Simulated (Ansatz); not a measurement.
Ansatz 0.2.0, vacancy hop by nudged elastic band: PbS

The command:

```bash
ansatz run input.yaml --threads 4 --pin off --max-ram 8192MiB --backend cpu --events-out ev --progress --plain --runs-dir out
```

input.yaml:

```yaml
crystal:
  lattice:
    - [0.0, 5.97291714, 5.97291714]
    - [5.97291714, 0.0, 5.97291714]
    - [5.97291714, 5.97291714, 0.0]
  atoms:
    - { symbol: Pb, position: [-0.00015954, -0.00721957, 0.00571169] }
    - { symbol: S, position: [0.24859127, 0.2520745, 0.2466908] }
    - { symbol: Pb, position: [0.00046608, 0.00193564, 0.49779972] }
    - { symbol: S, position: [0.24648375, 0.25298304, 0.75250246] }
    - { symbol: Pb, position: [0.00350642, 0.49986339, -0.00337691] }
    - { symbol: S, position: [0.24920882, 0.75179379, 0.24687537] }
    - { symbol: Pb, position: [-0.00465452, 0.50472392, 0.4964533] }
    - { symbol: S, position: [0.25197466, 0.74817145, 0.74612542] }
    - { symbol: Pb, position: [0.5002358, -0.00401923, -0.00050162] }
    - { symbol: S, position: [0.75090116, 0.25216991, 0.25078289] }
    - { symbol: Pb, position: [0.5020409, -0.0063585, 0.50182026] }
    - { symbol: Pb, position: [0.50100852, 0.50176341, -0.00353687] }
    - { symbol: S, position: [0.75018128, 0.74906156, 0.25041223] }
    - { symbol: Pb, position: [0.50121177, 0.49916976, 0.50034756] }
    - { symbol: S, position: [0.75149845, 0.74579246, 0.75522899] }
kpoints:
  mp_grid: { grid: [2, 2, 2] }
magnetization:
  spin_polarized: false
scf:
  occupations: { method: fermi_dirac, width: 0.05 }
hamiltonian:
  pseudopotentials: { kind: paw }
  xc: lda
basis:
  ecutwfc: 420
neb:
  images: 3
  relax_end_points: true
  climbing: true
  f_tol: 0.1
  max_iterations: 40
  order_check: false
  final_atoms:
    - { symbol: Pb, position: [-0.00015954, -0.00721957, 0.00571169] }
    - { symbol: S, position: [0.24859127, 0.2520745, 0.2466908] }
    - { symbol: Pb, position: [0.00046608, 0.00193564, 0.49779972] }
    - { symbol: S, position: [0.24648375, 0.25298304, 0.75250246] }
    - { symbol: Pb, position: [0.00350642, 0.49986339, -0.00337691] }
    - { symbol: S, position: [0.24920882, 0.75179379, 0.24687537] }
    - { symbol: Pb, position: [-0.00465452, 0.50472392, 0.4964533] }
    - { symbol: S, position: [0.25197466, 0.74817145, 0.74612542] }
    - { symbol: Pb, position: [0.5002358, -0.00401923, -0.00050162] }
    - { symbol: S, position: [0.75090116, 0.25216991, 0.25078289] }
    - { symbol: Pb, position: [0.5020409, -0.0063585, 0.50182026] }
    - { symbol: Pb, position: [0.50100852, 0.50176341, -0.00353687] }
    - { symbol: S, position: [0.74661039, 0.25147167, 0.75133789] }
    - { symbol: Pb, position: [0.50121177, 0.49916976, 0.50034756] }
    - { symbol: S, position: [0.75149845, 0.74579246, 0.75522899] }
```

Origin of the cell: a database entry, scaled a little.

The cell is 2×2×2 cells of PbS with one S taken out; atom 13 (S) hops into the empty site, 4.22 Å away before the end points are relaxed. All atoms were shaken by about 0.02 Å first.

Output (shortened):

```
SCF iter   1: F=—  HF=-98911.503639 eV  Δρ=6.20e-3  dr2=3.68e-1  defer=6
SCF iter   2: F=—  HF=-98911.417488 eV  Δρ=2.77e-3  dr2=6.10e-2  defer=36
SCF iter   3: F=—  HF=-98911.399271 eV  Δρ=1.04e-3  dr2=1.26e-2  defer=36
[… 3 lines left out …]
SCF iter   7: F=—  HF=-98911.395794 eV  Δρ=1.11e-5  dr2=1.24e-6  defer=38
SCF iter   8: F=—  HF=-98911.395794 eV  Δρ=5.68e-6  dr2=3.56e-7  defer=38
SCF iter   9: F=-98911.395794 eV  HF=-98911.395794 eV  Δρ=1.53e-6  dr2=1.90e-8
NEB iter   1: max|band force component| = 6.387e0 eV/Å  barrier→ = 5.0943 eV  barrier← = 5.0901 eV  Δτ_max = 0.2000 Å  (50 SCF iters)
NEB iter   2: max|band force component| = 2.195e0 eV/Å  barrier→ = 2.5753 eV  barrier← = 2.5710 eV  Δτ_max = 0.1999 Å  (25 SCF iters)
NEB iter   3: max|band force component| = 1.074e0 eV/Å  barrier→ = 1.9253 eV  barrier← = 1.9210 eV  Δτ_max = 0.1086 Å  (25 SCF iters)
NEB iter   4: max|band force component| = 3.505e-1 eV/Å  barrier→ = 1.6591 eV  barrier← = 1.6549 eV  CI = image 2  Δτ_max = 0.1035 Å  (22 SCF iters)
NEB iter   5: max|band force component| = 2.301e-1 eV/Å  barrier→ = 1.5597 eV  barrier← = 1.5554 eV  CI = image 2  Δτ_max = 0.1873 Å  (22 SCF iters)
NEB iter   6: max|band force component| = 2.280e-1 eV/Å  barrier→ = 1.4549 eV  barrier← = 1.4506 eV  CI = image 2  Δτ_max = 0.0930 Å  (22 SCF iters)
NEB iter   7: max|band force component| = 2.848e-1 eV/Å  barrier→ = 1.3787 eV  barrier← = 1.3744 eV  CI = image 2  Δτ_max = 0.0473 Å  (22 SCF iters)
NEB iter   8: max|band force component| = 2.316e-1 eV/Å  barrier→ = 1.3470 eV  barrier← = 1.3427 eV  CI = image 2  Δτ_max = 0.0953 Å  (21 SCF iters)
NEB iter   9: max|band force component| = 1.958e-1 eV/Å  barrier→ = 1.3148 eV  barrier← = 1.3105 eV  CI = image 2  Δτ_max = 0.0813 Å  (22 SCF iters)
NEB iter  10: max|band force component| = 1.177e-1 eV/Å  barrier→ = 1.2993 eV  barrier← = 1.2951 eV  CI = image 2  Δτ_max = 0.0933 Å  (21 SCF iters)
NEB iter  11: max|band force component| = 2.153e-1 eV/Å  barrier→ = 1.2831 eV  barrier← = 1.2788 eV  CI = image 2  Δτ_max = 0.0473 Å  (21 SCF iters)
NEB iter  12: max|band force component| = 9.404e-2 eV/Å  barrier→ = 1.2760 eV  barrier← = 1.2717 eV  CI = image 2  Δτ_max = 0.0669 Å  (20 SCF iters)
NEB iter  13: max|band force component| = 1.020e-1 eV/Å  barrier→ = 1.2639 eV  barrier← = 1.2596 eV  CI = image 2  Δτ_max = 0.0884 Å  (8 SCF iters)
NEB iter  14: max|band force component| = 1.362e-1 eV/Å  barrier→ = 1.2586 eV  barrier← = 1.2543 eV  CI = image 2  Δτ_max = 0.0440 Å  (19 SCF iters)
NEB iter  15: max|band force component| = 4.292e-2 eV/Å  barrier→ = 1.2564 eV  barrier← = 1.2522 eV  CI = image 2  Δτ_max = 0.0000 Å  (19 SCF iters)
--- NEB band (5 images, 15 band iterations, 339 SCF iterations, 101 more in tests of the images' electronic states and relaxations of end points) ---
  forward barrier  = 1.256446 eV
  backward barrier = 1.252175 eV
  lagrangian_above_aufbau_ev (what the smearing adds, to first order; not taken off the barriers): saddle image -0.016885 eV, end points -0.022893 and -0.027428 eV
  climbing image's point = of an order that was not read
  energies are F+E_penalty+E_count in eV, relative to image 0
  image     s (Å)  Δ vs image 0  max|band force component| (eV/Å)
      0    0.0000      0.000000                                 —
      1    1.3212      0.609678                          4.146e-2
  *   2    2.6422      1.256446                          3.029e-2
      3    3.9909      0.559420                          4.292e-2
      4    5.3396      0.004271                                 —
```

The converged band:

```tsv
image	path over all atoms (Å)	ΔF (eV)	S x	y	z (Å)
0	0.00	0.000	5.95	6.06	9.02
1	1.32	0.610	6.09	6.66	8.26
2	2.64	1.256	6.33	7.47	7.46
3	3.99	0.559	6.06	8.29	6.66
4	5.34	0.004	5.97	8.90	5.91
```

Relaxed start, forces in eV/Å:

```xyz
15
Lattice="0.000 5.973 5.973 5.973 0.000 5.973 5.973 5.973 0.000" Properties=species:S:1:pos:R:3:forces:R:3 pbc="T T T" image=0
Pb   -0.058    0.050   -0.053    0.000    0.014    0.008
S     3.055    2.971    2.939    0.011    0.007    0.007
Pb    3.025    2.868    0.039    0.004   -0.004   -0.005
S     5.953    6.048    3.037    0.008    0.007   -0.007
Pb    2.947   -0.039    3.004   -0.006   -0.009    0.010
S     5.967    2.984    5.971    0.000    0.001    0.001
Pb    5.895    2.915    2.997   -0.011   -0.009    0.002
S     9.047    6.072    5.971   -0.007   -0.011   -0.002
Pb   -0.077    2.910    2.977   -0.012   -0.013   -0.002
S     3.034    6.032    5.970    0.007   -0.001    0.000
Pb    2.946    5.931    2.959   -0.009   -0.002   -0.007
Pb    3.034    2.930    6.016    0.011   -0.001   -0.005
S     5.955    6.058    9.021    0.006    0.006   -0.012
Pb    5.856    6.016    5.918   -0.011    0.004    0.004
S     9.036    8.945    8.904    0.009    0.011    0.008
```

Highest image (2), forces in eV/Å:

```xyz
15
Lattice="0.000 5.973 5.973 5.973 0.000 5.973 5.973 5.973 0.000" Properties=species:S:1:pos:R:3:forces:R:3 pbc="T T T" image=2
Pb    0.002    0.339   -0.267    0.005    0.001    0.005
S     3.049    2.899    2.995    0.017    0.024    0.001
Pb    2.986    2.889    0.141   -0.011   -0.026   -0.004
S     6.154    5.996    2.540    0.025    0.000   -0.025
Pb    2.978    0.102    2.842   -0.030   -0.025   -0.010
S     6.184    2.958    6.466   -0.001    0.006    0.000
Pb    5.718    3.122    3.489    0.006   -0.023   -0.018
S     9.188    6.085    5.957    0.016    0.001    0.004
Pb    0.002    2.656    3.256   -0.017   -0.005    0.002
S     3.058    6.050    5.930    0.013    0.013    0.001
Pb    2.535    6.223    2.781   -0.028    0.008    0.000
Pb    2.503    2.743    6.164   -0.003   -0.007    0.016
S     6.332    7.469    7.460    0.010    0.000   -0.005
Pb    5.744    5.791    5.483   -0.026    0.022    0.028
S     9.192    8.854    8.935    0.025    0.011    0.005
```

Relaxed end, forces in eV/Å:

```xyz
15
Lattice="0.000 5.973 5.973 5.973 0.000 5.973 5.973 5.973 0.000" Properties=species:S:1:pos:R:3:forces:R:3 pbc="T T T" image=4
Pb    0.048    0.052    0.009    0.000   -0.002    0.001
S     3.039    3.039    2.982    0.003    0.004    0.001
Pb    2.983    2.984    0.001   -0.003    0.000   -0.003
S     5.968    5.970    2.983    0.000    0.000    0.001
Pb    2.965   -0.055    2.935    0.002    0.001   -0.002
S     5.969    2.937    5.926    0.001   -0.004   -0.006
Pb    5.917    2.998    3.038   -0.001    0.000   -0.002
S     8.910    5.970    6.013   -0.005   -0.001    0.005
Pb   -0.058    2.969    3.036    0.002    0.001   -0.001
S     2.927    5.969    6.024   -0.004    0.001    0.004
Pb    2.995    5.920    2.934    0.002   -0.001    0.001
Pb    2.980    2.985    5.971    0.004   -0.001    0.001
S     5.969    8.899    5.915   -0.002   -0.002   -0.004
Pb    6.021    6.023    5.954   -0.001   -0.001    0.001
S     9.000    9.001    8.955    0.004    0.005    0.003
```

Barrier of this path: 1.26 eV forwards, 1.25 eV backwards, after 15 band iterations.

Caveats: no spin-orbit coupling, though heavy elements are present; the k mesh is coarse if the cell is a metal; a small cell with a neutral vacancy and no spin, whose shape can make like sites unlike; the cell is held at a rescaled volume, and strain moves barriers; the hop was drawn among near neighbours and need not be the easiest path; few images and a loose tolerance, and neither the top nor the ends were tested for their order.

The run took 2.4 min on 4 threads of Intel(R) Xeon(R) 6975P-C (Granite Rapids) (shared host), peak memory 1.9 GiB, from the program's own first density.
